**Dispersion correction in zincblende III-V crystals: PBE against PBE-D3(BJ)**

The table holds relaxed volumes and energies over the elements for BP, GaP, GaAs, GaSb, InP, InAs and InSb in PBE and PBE-D3(BJ), with PBE gaps and bulk moduli (plane-wave PAW, scalar-relativistic, no spin-orbit coupling). The program tests whether the second level is the first plus an attractive energy that depends on geometry only, so that the contraction is $W/(BV)$ with one constant $W$, and compares this with a constant pressure and a constant fractional shrinkage. For the six rows with a bulk modulus, $W = 0.325$ eV per atom leaves an rms misfit of 0.06 percentage points, against 0.88 and 0.44 for the alternatives. The added energy varies with volume with an exponent between 0.99 and 1.12, and the D3 gaps of BP, GaP, GaAs and InP lie on the PBE gap-volume curves within 0.001 eV. The output also splits the change of formation energy into compound and element shifts and gives three lattice mismatches at both levels.

Calculated values. Zincblende III-V crystals (F-43m), cell and atoms relaxed with Ansatz 0.2.0 in PBE (functional 1) and PBE-D3(BJ) (functional 2), using scalar-relativistic plane-wave PAW, a 420 eV cutoff, Gaussian smearing and no spin polarisation. Energies over elements are relative to the elements' standard states in the same functional; bulk moduli come from Birch-Murnaghan fits.

## Program and output

```python
# Table: zincblende III-V crystals, Ansatz 0.2.0 plane-wave PAW, scalar-relativistic; volumes and energies over
# elements in PBE (set 1) and PBE-D3(BJ) (set 2), PBE gap and bulk modulus. Tested: set 2 = set 1 plus an attractive
# geometry-only energy, contraction = W/(B V), against constant pressure and constant fraction; gap-volume check.
T = {
    'formula': ['BP', 'GaP', 'GaAs', 'GaSb', 'InP', 'InAs', 'InSb'],
    'k_runs': ['10x10x10', '8x8x8', '12x12x12', '12x12x12', '10x10x10 / 8x8x8', '12x12x12', '12x12x12'],
    'site_A': ['B', 'Ga', 'Ga', 'Ga', 'In', 'In', 'In'],
    'Z_A': [5, 31, 31, 31, 49, 49, 49],
    'site_B': ['P', 'P', 'As', 'Sb', 'P', 'As', 'Sb'],
    'Z_B': [15, 15, 33, 51, 15, 33, 51],
    'k_mesh': ['10×10×10', '8×8×8', '12×12×12', '12×12×12', '10×10×10', '12×12×12', '12×12×12'],
    'smearing_width': ['0.02 eV', '0.02 eV', '0.02 eV', '0.1 eV', '0.02 eV', '0.1 eV', '0.1 eV'],
    'volume_PBE': [11.76, 20.85, 23.71, 29.99, 26.46, 29.6, 36.51],  # Å³
    'volume_PBE_D3': [11.45, 20.19, 22.86, 28.78, 25.59, 28.54, 35.08],  # Å³
    'energy_over_elements_PBE': [-0.429, -0.432, -0.352, -0.166, -0.245, -0.244, -0.128],  # eV/atom
    'energy_over_elements_PBE_D3': [-0.468, -0.414, -0.312, -0.11, -0.197, -0.175, -0.043],  # eV/atom
    'band_gap_on_mesh_PBE': [1.252, 1.583, 0.161, 0.0, 0.441, None, 0.0],  # eV
    'bulk_modulus_PBE': [162, 76.7, 60.5, 44.7, 59.3, None, 36.7],  # GPa
    'volume_change': [-2.7, -3.2, -3.6, -4.0, -3.3, -3.6, -3.9],  # %
}
import numpy as np
from scipy.constants import e
k = 1e-21 / e  # GPa A^3 to eV
F = T['formula']; ix = {f: i for i, f in enumerate(F)}
V1 = np.array(T['volume_PBE'], float); V2 = np.array(T['volume_PBE_D3'], float)
x = -np.array(T['volume_change'], float)
dHf = np.array(T['energy_over_elements_PBE_D3'], float) - np.array(T['energy_over_elements_PBE'], float)
# typed from further outputs of the same runs: total energies per 2-atom cell (eV), B0', gaps (eV)
Et = {'BP': (-912.447007, -913.098345), 'GaP': (-4539.55739, -4540.1811), 'GaAs': (-8639.86064, -8640.48989),
      'GaSb': (-10267.8401, -10268.4865), 'InP': (-6354.00834, -6354.61141),
      'InAs': (-10454.4692, -10455.0809), 'InSb': (-12082.588, -12083.2156)}
Bp = {'BP': 3.796, 'GaP': 4.502, 'GaAs': 4.750, 'GaSb': 4.760, 'InP': 4.701, 'InSb': 4.863}
G = {'BP': ([1.167103, 1.211128], 1.215647), 'GaP': ([1.585567, 1.641273], 1.638014),  # set 1 at 0.94, 0.97 V; set 2
     'GaAs': ([0.61886, 0.38361], 0.42906), 'InP': ([0.77891, 0.6075], 0.62447)}
dE = np.array([(Et[f][1] - Et[f][0]) / 2 for f in F]); dEl = dE - dHf
d = lambda V: 3**0.5 / 4 * (8 * V)**(1 / 3)
print('Set 2 minus set 1: bond 1, bond 2 (A); shift of compound, formation energy, elements (eV/atom, rounding 0.001)')
for i, f in enumerate(F):
    print(f'{f:5s} {d(V1[i]):.3f} {d(V2[i]):.3f}  {dE[i]:+.3f} {dHf[i]:+.3f} {dEl[i]:+.3f}')
D = lambda a, b: dEl[ix[a]] - dEl[ix[b]]
print(f"element shift, In minus Ga pairs (P, As, Sb): {D('InP','GaP'):+.3f} {D('InAs','GaAs'):+.3f} {D('InSb','GaSb'):+.3f} eV/atom")
print(f"As minus P (Ga, In): {D('GaAs','GaP'):+.3f} {D('InAs','InP'):+.3f}; Sb minus P: {D('GaSb','GaP'):+.3f} {D('InSb','InP'):+.3f} eV/atom")
m = [i for i in range(len(F)) if T['bulk_modulus_PBE'][i] is not None]
B = np.array([T['bulk_modulus_PBE'][i] for i in m], float); xm = x[m]; BV = B * V1[m]
basis = {'W/(B V)': 100 / (BV * k), 'P/B': 100 / B, 'constant': np.ones(len(m))}
par = {n: (b @ xm) / (b @ b) for n, b in basis.items()}
res = {n: par[n] * basis[n] - xm for n in basis}
print(f"Fits: W = {par['W/(B V)']:.3f} eV/atom; P = {par['P/B']:.2f} GPa; constant = {par['constant']:.2f} %")
print('row, B V (eV/atom), contraction (%), model minus table for W/(B V), P/B, constant (points, rounding 0.05)')
for j, i in enumerate(m):
    print(f'{F[i]:5s} {BV[j]*k:6.2f} {xm[j]:.1f}  ' + ' '.join(f'{res[n][j]:+.2f}' for n in basis))
for n in basis:
    w = np.argmax(abs(res[n]))
    print(f'{n}: rms {np.sqrt(np.mean(res[n]**2)):.2f}, worst {F[m[w]]} {res[n][w]:+.2f} points')
print(f'free exponent of contraction against B V: {np.polyfit(np.log(BV), np.log(xm), 1)[0]:.2f} (model -1)')
i = ix['InAs']
print(f"InAs has no B, not fitted; B implied by W: {100*par['W/(B V)']/(x[i]*V1[i]*k):.0f} GPa, untested")
print(f"residual pressure 0.047 GPa of InSb set 2 run is worth {100*0.047/T['bulk_modulus_PBE'][ix['InSb']]:.2f} % in volume")
print('Birch-Murnaghan at set 2 volume: pull P (GPa), P V, elastic cost, added energy (eV/atom), exponent n = P V/|added|')
ns = []
for j, i in enumerate(m):
    y = (V1[i] / V2[i])**(2 / 3); b = Bp[F[i]]
    P = 1.5 * B[j] * (y**3.5 - y**2.5) * (1 + 0.75 * (b - 4) * (y - 1))
    El = 9 * BV[j] * k / 16 * ((y - 1)**3 * b + (y - 1)**2 * (6 - 4 * y))
    Ea = dE[i] - El; ns.append(P * V2[i] * k / abs(Ea))
    print(f'{F[i]:5s} {P:.2f}  {P*V2[i]*k:.3f} {El:.3f} {Ea:+.3f}  {ns[-1]:.2f}')
print(f'n from {min(ns):.2f} to {max(ns):.2f}; undamped 1/r^6 gives 2; volume rounding moves n by up to {0.01/min(V1[m]-V2[m])*100:.0f} %')
print('Gaps (eV): V2/V1, set 1, set 1 curve at V2, set 2, difference, volume rounding bound, slope per 1 % compression')
gr = []
for f, (g, g2) in G.items():
    i = ix[f]; r = V2[i] / V1[i]; g1 = T['band_gap_on_mesh_PBE'][i]
    gi = np.interp(r, [0.94, 0.97, 1.0], g + [g1]); gr.append(g2 - gi)
    s = (g[0] - g[1]) / 3 if r < 0.97 else (g[1] - g1) / 3
    print(f'{f:5s} {r:.4f} {g1:.3f} {gi:.3f} {g2:.3f} {g2-gi:+.4f} {abs(s)*100*0.01/V1[i]:.4f} {s:+.3f}')
rc = 0.94 + 0.14305 * 0.03 / (0.37914 - 0.14305)  # GaSb gaps at 0.91 and 0.94 V, from outputs
print(f"GaSb: rough linear gap closing at V/V1 = {rc:.3f}; set 2 sits at {V2[ix['GaSb']]/V1[ix['GaSb']]:.3f}, gap 0")
for a, b in [('InAs', 'GaSb'), ('InAs', 'InP'), ('GaAs', 'InP')]:
    q = [100 * ((V[ix[a]] / V[ix[b]])**(1 / 3) - 1) for V in (V1, V2)]
    print(f'lattice mismatch {a} over {b}: set 1 {q[0]:+.2f} %, set 2 {q[1]:+.2f} % (rounding about 0.01)')
assert all(x > 0) and all(dE < 0)
assert all((dHf[i] < 0) == (f == 'BP') for i, f in enumerate(F))
assert 0.5 < min(ns) and max(ns) < 2
assert max(abs(np.array(gr))) < 0.01
```

Running it gives:

```
Set 2 minus set 1: bond 1, bond 2 (A); shift of compound, formation energy, elements (eV/atom, rounding 0.001)
BP    1.969 1.952  -0.326 -0.039 -0.287
GaP   2.384 2.358  -0.312 +0.018 -0.330
GaAs  2.488 2.458  -0.315 +0.040 -0.355
GaSb  2.691 2.654  -0.323 +0.056 -0.379
InP   2.581 2.552  -0.302 +0.048 -0.350
InAs  2.679 2.647  -0.306 +0.069 -0.375
InSb  2.873 2.835  -0.314 +0.085 -0.399
element shift, In minus Ga pairs (P, As, Sb): -0.020 -0.020 -0.020 eV/atom
As minus P (Ga, In): -0.025 -0.025; Sb minus P: -0.049 -0.049 eV/atom
Fits: W = 0.325 eV/atom; P = 1.84 GPa; constant = 3.45 %
row, B V (eV/atom), contraction (%), model minus table for W/(B V), P/B, constant (points, rounding 0.05)
BP     11.89 2.7  +0.04 -1.57 +0.75
GaP     9.98 3.2  +0.06 -0.80 +0.25
GaAs    8.95 3.6  +0.03 -0.56 -0.15
GaSb    8.37 4.0  -0.11 +0.11 -0.55
InP     9.79 3.3  +0.02 -0.20 +0.15
InSb    8.36 3.9  -0.01 +1.11 -0.45
W/(B V): rms 0.06, worst GaSb -0.11 points
P/B: rms 0.88, worst BP -1.57 points
constant: rms 0.44, worst BP +0.75 points
free exponent of contraction against B V: -1.08 (model -1)
InAs has no B, not fitted; B implied by W: 49 GPa, untested
residual pressure 0.047 GPa of InSb set 2 run is worth 0.13 % in volume
Birch-Murnaghan at set 2 volume: pull P (GPa), P V, elastic cost, added energy (eV/atom), exponent n = P V/|added|
BP    4.55  0.325 0.004 -0.330  0.99
GaP   2.65  0.334 0.005 -0.317  1.05
GaAs  2.41  0.344 0.006 -0.321  1.07
GaSb  2.03  0.365 0.007 -0.331  1.10
InP   2.14  0.343 0.006 -0.307  1.12
InSb  1.62  0.354 0.007 -0.321  1.10
n from 0.99 to 1.12; undamped 1/r^6 gives 2; volume rounding moves n by up to 3 %
Gaps (eV): V2/V1, set 1, set 1 curve at V2, set 2, difference, volume rounding bound, slope per 1 % compression
BP    0.9736 1.252 1.216 1.216 -0.0004 0.0012 -0.014
GaP   0.9683 1.583 1.638 1.638 -0.0002 0.0009 -0.019
GaAs  0.9642 0.161 0.429 0.429 -0.0004 0.0033 +0.078
InP   0.9671 0.441 0.624 0.624 +0.0005 0.0022 +0.057
GaSb: rough linear gap closing at V/V1 = 0.958; set 2 sits at 0.960, gap 0
lattice mismatch InAs over GaSb: set 1 -0.44 %, set 2 -0.28 % (rounding about 0.01)
lattice mismatch InAs over InP: set 1 +3.81 %, set 2 +3.70 % (rounding about 0.01)
lattice mismatch GaAs over InP: set 1 -3.59 %, set 2 -3.69 % (rounding about 0.01)
```
